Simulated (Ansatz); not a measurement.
Wanted: the native input for an Ansatz 0.2.0 run.

* Task: band structure
* Functional: BLYP
* Potentials or basis: Ansatz PAW
* Cutoff: 420 eV (not typed: the program's choice for these potentials)
* k mesh: 10 × 10 × 3
* Occupations: fermi-dirac, width 0.05 eV
* Spin: no spin polarisation
* Path: [["G", "M", "K", "G", "A", "L", "H", "A"], ["L", "M"], ["K", "H"]]
* Points for each segment of the path: 14

Crystal: MoS2.

```
Mo S
1.0
     3.16900    0.00000    0.00000
    -1.58450    2.74443    0.00000
     0.00000    0.00000   12.32400
Mo S
2 4
Cartesian
  1.5845 0.9148 9.2430
  0.0000 1.8296 3.0810
  1.5845 0.9148 4.6461
  0.0000 1.8296 10.8081
  1.5845 0.9148 1.5159
  0.0000 1.8296 7.6779
```

The input as run:

input.yaml

```yaml
crystal:
  lattice:
    - [3.169, 0.0, 0.0]
    - [-1.5845, 2.7444345046, 0.0]
    - [0.0, 0.0, 12.324]
  atoms:
    - { symbol: Mo, position: [0.6666666667, 0.3333333333, 0.75] }
    - { symbol: Mo, position: [0.3333333333, 0.6666666667, 0.25] }
    - { symbol: S, position: [0.6666666667, 0.3333333333, 0.377] }
    - { symbol: S, position: [0.3333333333, 0.6666666667, 0.877] }
    - { symbol: S, position: [0.6666666667, 0.3333333333, 0.123] }
    - { symbol: S, position: [0.3333333333, 0.6666666667, 0.623] }
hamiltonian:
  xc: blyp
  pseudopotentials: { kind: paw }
kpoints:
  mp_grid: { grid: [10, 10, 3] }
  band_path:
    path:
      - [[0.0, 0.0, 0.0], [0.5, 0.0, 0.0], [0.3333333333, 0.3333333333, 0.0], [0.0, 0.0, 0.0], [0.0, 0.0, 0.5], [0.5, 0.0, 0.5], [0.3333333333, 0.3333333333, 0.5], [0.0, 0.0, 0.5]]
      - [[0.5, 0.0, 0.5], [0.5, 0.0, 0.0]]
      - [[0.3333333333, 0.3333333333, 0.0], [0.3333333333, 0.3333333333, 0.5]]
    npoints: 14
scf:
  occupations: { method: fermi_dirac, width: 0.05 }
  n_extra_bands: 15
output:
  forces: true
  stress: true
  eigenvalues: true
  fatbands: false
```

Potentials or basis: Ansatz PAW.

Launch:

```sh
$ ansatz run input.yaml --threads 2 --pin off --max-ram 5632MiB --backend cpu --events-out ev --progress --plain --runs-dir out
```

It gave:

```json
{
 "Pressure": "9.4 GPa",
 "Largest force": "0.329 eV/Å",
 "Band gap on the k mesh": "0.94 eV, indirect (least direct gap 1.86 eV)",
 "Band gap along the path": "0.90 eV, indirect (least direct gap 1.65 eV)"
}
```

Caveat: this functional lacks dispersion, which binds the layers, so the pressure and a relaxed spacing across them are unreliable; the PAW data sets come from PBE, with cores solved anew for the run's functional, which leaves a small shift of forces and pressure.

It took 22 s on 2 threads of Intel(R) Xeon(R) Processor @ 2.50GHz (Skylake/Cascade Lake), with other jobs on the host, peak memory 0.54 GiB.
